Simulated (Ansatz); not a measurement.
# ZrO2 (Fm-3m): from the listed cell to zero pressure

Aim: the volume at which the pressure of ZrO2 (Fm-3m) vanishes.

The COD entry's cell or inner coordinates are ideal or old and differ from later refinements, so a difference from it is no clean test against experiment.

Program: Ansatz 0.2.0. Level of theory: DFT PBEsol, scalar-relativistic, plane waves, PAW. These are calculated values, not measurements.

## (1) The starting structure

Symmetry: Fm-3m, No. 225, cubic system. Conventional cell: a = 5.070 Å, b = 5.070 Å, c = 5.070 Å, α = 90.00°, β = 90.00°, γ = 90.00°. Zr (site symmetry m-3m) has 8 O at 2.20 Å as nearest neighbours. Around O (site symmetry -43m) lie 4 Zr at 2.20 Å.

Structure file:

```cif
data_structure
_symmetry_space_group_name_H-M 'P 1'
_symmetry_Int_Tables_number 1
_cell_length_a 3.5850
_cell_length_b 3.5850
_cell_length_c 3.5850
_cell_angle_alpha 60.000
_cell_angle_beta 60.000
_cell_angle_gamma 60.000
_cell_volume 32.58
loop_
_atom_site_label
_atom_site_type_symbol
_atom_site_fract_x
_atom_site_fract_y
_atom_site_fract_z
_atom_site_occupancy
Zr1 Zr 0.00000 0.00000 0.00000 1
O1 O 0.25000 0.25000 0.25000 1
O2 O 0.75000 0.75000 0.75000 1
```

## (2) First run, at the start cell

input.yaml

```yaml
crystal:
  lattice:
    - [0.0, 2.535, 2.535]
    - [2.535, 0.0, 2.535]
    - [2.535, 2.535, 0.0]
  atoms:
    - { symbol: Zr, position: [0.0, 0.0, 0.0] }
    - { symbol: O, position: [0.25, 0.25, 0.25] }
    - { symbol: O, position: [0.75, 0.75, 0.75] }
basis:
  ecutwfc: 420
  ecutrho_ratio: 4
kpoints:
  mp_grid: { grid: [8, 8, 8] }
hamiltonian:
  xc: pbesol
scf:
  occupations: { method: gaussian, width: 0.05 }
output:
  forces: true
  stress: true
  eigenvalues: true
```

Command:

```sh
> ansatz run input.yaml --threads 1 --pin off --max-ram 2560MiB --backend cpu --events-out ev --progress --plain --runs-dir out
```

The program printed:

```text
Warning: RAYON_NUM_THREADS=1 ignored (pool sized by the plan → 1); use --threads N
Engine: ansatz 0.2.0, aarch64-unknown-linux-gnu
Pseudopotentials: kind: paw
Pseudopotential: Zr, paw, valence charge 12, recommended cutoff 420 eV (normal), Zr.paw.azcp
Pseudopotential: O, paw, valence charge 6, recommended cutoff 420 eV (normal), O.paw.azcp
Functional definition: PBEsol
  exchange = pbesol_x
  correlation = pbesol_c
Crystal: 3 atoms, lattice volume = 32.581 Å³
Basis set: ecut = 420 eV, 609 PW (Γ), exchange–correlation on 48×48×48 points (8 copies of the dense FFT grid, shifted against one another)
Bands: 16, of which v1, the nominal top of the filled ones, is band 12 counted from 1 (11 counted from 0)
Symmetry: 48 space group operations
Space group: Fm-3m (ITA 225), of the structure as read, at distance tolerance 3.2e-5 Å
k-points: 29 of 512
Non-local potential: Zr, projectors of the file, l = 0: 3, l = 1: 2, l = 2: 2, l = 3: 2
Non-local potential: O, projectors of the file, l = 0: 2, l = 1: 2, l = 2: 1
PAW form: soft (Blöchl's): semilocal exchange-correlation on the pseudo side does not see the compensation charge
PAW frozen core: Zr, regenerated for the run's functional, and the local potential with it (the file was generated under x = pbe(κ = 0.804, μ = 0.2195149727645171), c = pbe(β = 0.06672455060314922))
PAW frozen core: O, regenerated for the run's functional, and the local potential with it (the file was generated under x = pbe(κ = 0.804, μ = 0.2195149727645171), c = pbe(β = 0.06672455060314922))
PAW one-centre angular grid: Zr, 590 points (default); XC on 64 Gauss nodes
PAW one-centre angular grid: O, 110 points (default); XC on 64 Gauss nodes
Initial density: superposition of atomic densities (neutral atoms: chi_scale 0, normalization atom), corrected by the library's trained network
Initial wavefunctions: pseudopotential atomic-orbital guess
Functional: x = pbesol(κ = 0.804, μ = 0.12345679012345678), c = pbesol(β = 0.046)
SCF iter   1: F=—  HF=-5255.645901 eV  |F-HF|=—  |Δ(HF+E_count)|=         —  Δρ=1.65e-2  dr2=7.10e-2  ethr=1.77e-3  ⟨swp⟩=5.6  Hψ=2154  notcnv=0
preconditioner: auto → none  [insulator: Δε(μ)=3.117 eV  Ē_g=17.202 eV  σ=0.050 eV  W_gap=1.00  n_scr=14 (ndim 8)  ℏωp=30.5 eV  f_vac=0.023  D(μ)=0.00/eV (n_scr^D=0)  ε∞_Penn≈4.1]
SCF iter   2: F=—  HF=-5255.637189 eV  |F-HF|=—  |Δ(HF+E_count)|=   8.71e-3  Δρ=1.12e-2  dr2=3.57e-2  ethr=2.96e-4  ⟨swp⟩=2.0  Hψ=1024  notcnv=0
SCF iter   3: F=—  HF=-5255.627876 eV  |F-HF|=—  |Δ(HF+E_count)|=   9.31e-3  Δρ=1.39e-3  dr2=4.11e-4  ethr=1.49e-4  ⟨swp⟩=2.0  Hψ=758  notcnv=0
SCF iter   4: F=—  HF=-5255.627828 eV  |F-HF|=—  |Δ(HF+E_count)|=   4.78e-5  Δρ=3.72e-4  dr2=1.46e-5  ethr=1.71e-6  ⟨swp⟩=2.0  Hψ=767  notcnv=0
SCF iter   5: F=—  HF=-5255.627778 eV  |F-HF|=—  |Δ(HF+E_count)|=   4.99e-5  Δρ=3.72e-5  dr2=3.86e-7  ethr=6.10e-8  ⟨swp⟩=2.8  Hψ=829  notcnv=0
SCF iter   6: F=-5255.627778 eV  HF=-5255.627778 eV  |F-HF|=4.11e-9  |Δ(HF+E_count)|=   4.95e-8  Δρ=5.50e-6  dr2=3.09e-9  ethr=4.17e-10  ⟨swp⟩=5.1  Hψ=2110  notcnv=0
SCF 1 converged in 6 iterations: F = -5255.627778 eV  dr2 = 3.09e-9
SCF converged after 6 iterations
Free energy (F): -5255.627778 eV
Harris-Foulkes:  -5255.627778 eV  (|F-HF|=4.11e-9)
Internal energy: -5255.627778 eV  (E = F + TS)
E sigma→0 (E₀):  -5255.627778 eV
Fermi energy:    13.867659 eV
--- Per-component energies (eV) ---
  E_band       = -58.851103
  E_kinetic    = 686.896704
  E_local      = -1129.074579  (includes V_loc(G=0)·N_el)
  E_nonlocal   = 173.416320
  E_hartree    = 370.981510
  E_xc         = -308.888999
  E_vxc        = -380.935453  (∫ρ·V_xc dr)
  E_paw        = -3203.448774  (= ΣΔE_a)
  E_vpaw       = -151.121988  (= ΣTr[D̂ρ^β])
  E_aug_tail   = 0.005037  (compensation charges beyond the density's cutoff)
  E_ewald      = -1845.751294
  E_core_change = 0.236296  (= ΣΔE_core)
  E_smearing   = -0.000000  (= −TS)
  E_closure    = 0.000000  (closes the sum)
  Σ components = -5255.627778   (vs F -5255.627778, Δ=0.00e0)
--- Forces (eV/Å), atoms counted from 1 ---
  atom   1  Zr    -0.00000000    -0.00000000    -0.00000000
  atom   2  O     -0.00000000     0.00000000     0.00000000
  atom   3  O     -0.00000000     0.00000000    -0.00000000
  max |Σ_I F_I| component: 4.63e-18 eV/Å
--- Stress (GPa, compression-positive) ---
       -0.888733       0.000000       0.000000
        0.000000      -0.888733      -0.000000
        0.000000      -0.000000      -0.888733
  P = ⅓ Tr σ = -0.8887 GPa (-8.887 kbar)
--- Band table (eV; the first three rows and the last of 29) ---
  k-point 0: bands = ["-35.6861", "-13.5455", "-13.5455", "-13.5455", "-5.9920", "-3.3326", "6.8550", "6.8550", "6.8550", "11.6634", "11.6634", "11.6634", "15.5272", "15.5272", "18.6648", "21.7462"]
  k-point 1: bands = ["-35.6787", "-13.6671", "-13.5567", "-13.5567", "-5.7622", "-3.4972", "7.0089", "7.0089", "7.2887", "11.2853", "11.3719", "11.3719", "15.8286", "15.8286", "19.1430", "21.1978"]
  k-point 2: bands = ["-35.6606", "-13.9394", "-13.5836", "-13.5836", "-5.2731", "-3.7852", "7.3850", "7.3850", "8.3026", "10.5395", "10.8700", "10.8700", "16.2582", "16.2582", "19.0176", "21.0654"]
  k-point 28: bands = ["-35.6179", "-14.0523", "-14.0523", "-13.7391", "-4.1586", "-4.1586", "7.3419", "7.4399", "9.7845", "9.7845", "10.8033", "12.0007", "16.6404", "16.8000", "18.5906", "18.5906"]
```

It took 1.7 s on 1 thread of Arm Neoverse N1, shared host; peak memory 0.34 GiB.

Read off: volume 10.860 Å³/atom, pressure -0.89 GPa, gap on the mesh 3.32 eV.

## (3) Next volume, run 2

Edit input.yaml of step 2 so:

```diff
@@ -2,5 +2,5 @@
   lattice:
-    - [0.0, 2.535, 2.535]
-    - [2.535, 0.0, 2.535]
-    - [2.535, 2.535, 0.0]
+    - [0.0, 2.5299835514, 2.5299835514]
+    - [2.5299835514, 0.0, 2.5299835514]
+    - [2.5299835514, 2.5299835514, 0.0]
   atoms:
```

Command:

```sh
> ansatz run input.yaml --threads 1 --pin off --max-ram 2560MiB --backend cpu --events-out ev --progress --plain --runs-dir out
```

The program printed:

```text
Warning: RAYON_NUM_THREADS=1 ignored (pool sized by the plan → 1); use --threads N
[... 7 set-up lines as earlier in the session ...]
Crystal: 3 atoms, lattice volume = 32.388 Å³
Basis set: ecut = 420 eV, 609 PW (Γ), exchange–correlation on 48×48×48 points (8 copies of the dense FFT grid, shifted against one another)
Bands: 16, of which v1, the nominal top of the filled ones, is band 12 counted from 1 (11 counted from 0)
[... 2 set-up lines as earlier in the session ...]
k-points: 29 of 512
[... 10 set-up lines as earlier in the session ...]
SCF iter   1: F=—  HF=-5255.646367 eV  |F-HF|=—  |Δ(HF+E_count)|=         —  Δρ=1.65e-2  dr2=7.08e-2  ethr=1.77e-3  ⟨swp⟩=5.6  Hψ=2189  notcnv=0
preconditioner: auto → none  [insulator: Δε(μ)=3.132 eV  Ē_g=17.245 eV  σ=0.050 eV  W_gap=1.00  n_scr=14 (ndim 8)  ℏωp=30.6 eV  f_vac=0.023  D(μ)=0.00/eV (n_scr^D=0)  ε∞_Penn≈4.1]
SCF iter   2: F=—  HF=-5255.637468 eV  |F-HF|=—  |Δ(HF+E_count)|=   8.90e-3  Δρ=1.12e-2  dr2=3.51e-2  ethr=2.95e-4  ⟨swp⟩=2.0  Hψ=1026  notcnv=0
SCF iter   3: F=—  HF=-5255.628249 eV  |F-HF|=—  |Δ(HF+E_count)|=   9.22e-3  Δρ=1.39e-3  dr2=4.03e-4  ethr=1.46e-4  ⟨swp⟩=2.0  Hψ=760  notcnv=0
SCF iter   4: F=—  HF=-5255.628208 eV  |F-HF|=—  |Δ(HF+E_count)|=   4.03e-5  Δρ=3.72e-4  dr2=1.52e-5  ethr=1.68e-6  ⟨swp⟩=2.0  Hψ=782  notcnv=0
SCF iter   5: F=—  HF=-5255.628155 eV  |F-HF|=—  |Δ(HF+E_count)|=   5.30e-5  Δρ=4.59e-5  dr2=6.13e-7  ethr=6.34e-8  ⟨swp⟩=2.7  Hψ=811  notcnv=0
SCF iter   6: F=-5255.628155 eV  HF=-5255.628155 eV  |F-HF|=2.50e-9  |Δ(HF+E_count)|=   1.10e-7  Δρ=5.91e-6  dr2=4.45e-9  ethr=4.17e-10  ⟨swp⟩=5.5  Hψ=2129  notcnv=0
SCF 1 converged in 6 iterations: F = -5255.628155 eV  dr2 = 4.45e-9
SCF converged after 6 iterations
Free energy (F): -5255.628155 eV
Harris-Foulkes:  -5255.628155 eV  (|F-HF|=2.50e-9)
Internal energy: -5255.628155 eV  (E = F + TS)
E sigma→0 (E₀):  -5255.628155 eV
Fermi energy:    13.973553 eV
--- Per-component energies (eV) ---
  E_band       = -56.535564
  E_kinetic    = 687.459560
  E_local      = -1124.508366  (includes V_loc(G=0)·N_el)
  E_nonlocal   = 173.442422
  E_hartree    = 369.695159
  E_xc         = -309.041499
  E_vxc        = -381.139097  (∫ρ·V_xc dr)
  E_paw        = -3203.505711  (= ΣΔE_a)
  E_vpaw       = -151.185238  (= ΣTr[D̂ρ^β])
  E_aug_tail   = 0.005031  (compensation charges beyond the density's cutoff)
  E_ewald      = -1849.411047
  E_core_change = 0.236296  (= ΣΔE_core)
  E_smearing   = -0.000000  (= −TS)
  E_closure    = -0.000000  (closes the sum)
  Σ components = -5255.628155   (vs F -5255.628155, Δ=0.00e0)
--- Forces (eV/Å), atoms counted from 1 ---
  atom   1  Zr    -0.00000000     0.00000000     0.00000000
  atom   2  O      0.00000000     0.00000000    -0.00000000
  atom   3  O     -0.00000000    -0.00000000    -0.00000000
  max |Σ_I F_I| component: 8.38e-18 eV/Å
--- Stress (GPa, compression-positive) ---
        0.622155       0.000000       0.000000
        0.000000       0.622155       0.000000
        0.000000      -0.000000       0.622155
  P = ⅓ Tr σ = 0.6222 GPa (6.222 kbar)
--- Band table (eV; the first three rows and the last of 29) ---
  k-point 0: bands = ["-35.5602", "-13.4205", "-13.4205", "-13.4205", "-5.9227", "-3.2410", "6.9179", "6.9179", "6.9179", "11.7592", "11.7592", "11.7592", "15.6409", "15.6409", "18.8070", "21.9170"]
  k-point 1: bands = ["-35.5525", "-13.5458", "-13.4320", "-13.4320", "-5.6888", "-3.4079", "7.0730", "7.0730", "7.3565", "11.3812", "11.4656", "11.4656", "15.9460", "15.9460", "19.2842", "21.3625"]
  k-point 2: bands = ["-35.5339", "-13.8257", "-13.4596", "-13.4596", "-5.1935", "-3.6974", "7.4517", "7.4517", "8.3803", "10.6342", "10.9611", "10.9611", "16.3807", "16.3807", "19.1567", "21.2282"]
  k-point 28: bands = ["-35.4897", "-13.9413", "-13.9413", "-13.6192", "-4.0672", "-4.0672", "7.4151", "7.5148", "9.8727", "9.8727", "10.8938", "12.0970", "16.7646", "16.9280", "18.7409", "18.7409"]
```

Run time: 1.7 s. Hardware: 1 thread of Arm Neoverse N1, shared host; peak memory 0.34 GiB.

This gives: volume 10.796 Å³/atom, pressure 0.62 GPa, gap on the mesh 3.34 eV.

## (4) Volume adjusted, run 3

Edit input.yaml of step 3 so:

```diff
@@ -2,5 +2,5 @@
   lattice:
-    - [0.0, 2.5299835514, 2.5299835514]
-    - [2.5299835514, 0.0, 2.5299835514]
-    - [2.5299835514, 2.5299835514, 0.0]
+    - [0.0, 2.5320318097, 2.5320318097]
+    - [2.5320318097, 0.0, 2.5320318097]
+    - [2.5320318097, 2.5320318097, 0.0]
   atoms:
```

Command:

```sh
> ansatz run input.yaml --threads 1 --pin off --max-ram 2560MiB --backend cpu --events-out ev --progress --plain --runs-dir out
```

The program printed:

```text
Warning: RAYON_NUM_THREADS=1 ignored (pool sized by the plan → 1); use --threads N
[... 7 set-up lines as earlier in the session ...]
Crystal: 3 atoms, lattice volume = 32.467 Å³
Basis set: ecut = 420 eV, 609 PW (Γ), exchange–correlation on 48×48×48 points (8 copies of the dense FFT grid, shifted against one another)
Bands: 16, of which v1, the nominal top of the filled ones, is band 12 counted from 1 (11 counted from 0)
[... 2 set-up lines as earlier in the session ...]
k-points: 29 of 512
[... 10 set-up lines as earlier in the session ...]
SCF iter   1: F=—  HF=-5255.646387 eV  |F-HF|=—  |Δ(HF+E_count)|=         —  Δρ=1.65e-2  dr2=7.08e-2  ethr=1.77e-3  ⟨swp⟩=5.6  Hψ=2169  notcnv=0
preconditioner: auto → none  [insulator: Δε(μ)=3.126 eV  Ē_g=17.228 eV  σ=0.050 eV  W_gap=1.00  n_scr=14 (ndim 8)  ℏωp=30.6 eV  f_vac=0.023  D(μ)=0.00/eV (n_scr^D=0)  ε∞_Penn≈4.1]
SCF iter   2: F=—  HF=-5255.637597 eV  |F-HF|=—  |Δ(HF+E_count)|=   8.79e-3  Δρ=1.12e-2  dr2=3.53e-2  ethr=2.95e-4  ⟨swp⟩=2.0  Hψ=1025  notcnv=0
SCF iter   3: F=—  HF=-5255.628341 eV  |F-HF|=—  |Δ(HF+E_count)|=   9.26e-3  Δρ=1.39e-3  dr2=4.06e-4  ethr=1.47e-4  ⟨swp⟩=2.0  Hψ=760  notcnv=0
SCF iter   4: F=—  HF=-5255.628300 eV  |F-HF|=—  |Δ(HF+E_count)|=   4.12e-5  Δρ=3.72e-4  dr2=1.51e-5  ethr=1.69e-6  ⟨swp⟩=2.0  Hψ=770  notcnv=0
SCF iter   5: F=—  HF=-5255.628247 eV  |F-HF|=—  |Δ(HF+E_count)|=   5.34e-5  Δρ=4.40e-5  dr2=5.50e-7  ethr=6.31e-8  ⟨swp⟩=2.7  Hψ=817  notcnv=0
SCF iter   6: F=-5255.628247 eV  HF=-5255.628247 eV  |F-HF|=3.14e-9  |Δ(HF+E_count)|=   9.10e-8  Δρ=5.79e-6  dr2=3.97e-9  ethr=4.17e-10  ⟨swp⟩=5.4  Hψ=2117  notcnv=0
SCF 1 converged in 6 iterations: F = -5255.628247 eV  dr2 = 3.97e-9
SCF converged after 6 iterations
Free energy (F): -5255.628247 eV
Harris-Foulkes:  -5255.628247 eV  (|F-HF|=3.14e-9)
Internal energy: -5255.628247 eV  (E = F + TS)
E sigma→0 (E₀):  -5255.628247 eV
Fermi energy:    13.930233 eV
--- Per-component energies (eV) ---
  E_band       = -57.482917
  E_kinetic    = 687.228399
  E_local      = -1126.374253  (includes V_loc(G=0)·N_el)
  E_nonlocal   = 173.432255
  E_hartree    = 370.220498
  E_xc         = -308.978937
  E_vxc        = -381.055562  (∫ρ·V_xc dr)
  E_paw        = -3203.482552  (= ΣΔE_a)
  E_vpaw       = -151.159504  (= ΣTr[D̂ρ^β])
  E_aug_tail   = 0.005034  (compensation charges beyond the density's cutoff)
  E_ewald      = -1847.914987
  E_core_change = 0.236296  (= ΣΔE_core)
  E_smearing   = -0.000000  (= −TS)
  E_closure    = -0.000000  (closes the sum)
  Σ components = -5255.628247   (vs F -5255.628247, Δ=0.00e0)
--- Forces (eV/Å), atoms counted from 1 ---
  atom   1  Zr    -0.00000000    -0.00000000     0.00000000
  atom   2  O     -0.00000000    -0.00000000    -0.00000000
  atom   3  O     -0.00000000    -0.00000000     0.00000000
  max |Σ_I F_I| component: 6.94e-18 eV/Å
--- Stress (GPa, compression-positive) ---
        0.000183       0.000000      -0.000000
        0.000000       0.000183       0.000000
        0.000000       0.000000       0.000183
  P = ⅓ Tr σ = 0.0002 GPa (0.002 kbar)
--- Band table (eV; the first three rows and the last of 29) ---
  k-point 0: bands = ["-35.6117", "-13.4716", "-13.4716", "-13.4716", "-5.9510", "-3.2785", "6.8921", "6.8921", "6.8921", "11.7200", "11.7200", "11.7200", "15.5944", "15.5944", "18.7489", "21.8471"]
  k-point 1: bands = ["-35.6041", "-13.5954", "-13.4830", "-13.4830", "-5.7189", "-3.4445", "7.0468", "7.0468", "7.3287", "11.3418", "11.4272", "11.4272", "15.8979", "15.8979", "19.2265", "21.2951"]
  k-point 2: bands = ["-35.5857", "-13.8721", "-13.5104", "-13.5104", "-5.2261", "-3.7333", "7.4244", "7.4244", "8.3485", "10.5955", "10.9238", "10.9238", "16.3306", "16.3306", "19.0998", "21.1616"]
  k-point 28: bands = ["-35.5421", "-13.9867", "-13.9867", "-13.6682", "-4.1046", "-4.1046", "7.3851", "7.4841", "9.8366", "9.8366", "10.8567", "12.0576", "16.7138", "16.8756", "18.6794", "18.6794"]
```

Wall time 1.7 s (1 thread of Arm Neoverse N1, shared host); peak memory 0.34 GiB.

In short: volume 10.822 Å³/atom, pressure 0.00 GPa, mesh gap 3.33 eV.

## (5) The runs together

| run | functional | volume (Å³/atom) | pressure (GPa) | energy from the first of its functional (meV/atom) | k mesh |
| --- | --- | --- | --- | --- | --- |
| 1 | PBEsol | 10.860 | -0.89 | 0.0 | 8×8×8 |
| 2 | PBEsol | 10.796 | 0.62 | -0.1 | 8×8×8 |
| 3 | PBEsol | 10.822 | 0.00 | -0.2 | 8×8×8 |

## (6) Summary of results

| quantity | value |
| --- | --- |
| volume | 10.822 Å³/atom |
| pressure | 0.00 GPa |
| conventional cell | a = 5.064 Å, b = 5.064 Å, c = 5.064 Å, α = 90.00°, β = 90.00°, γ = 90.00° |
| gap on the mesh | 3.33 eV |

The volume went from 10.86 to 10.82 Å³/atom (-0.4 %), where 0.00 GPa is left.

The gaps are Kohn-Sham values of a semilocal functional, not quasiparticle or optical gaps. Such gaps usually fall short of the measured ones.
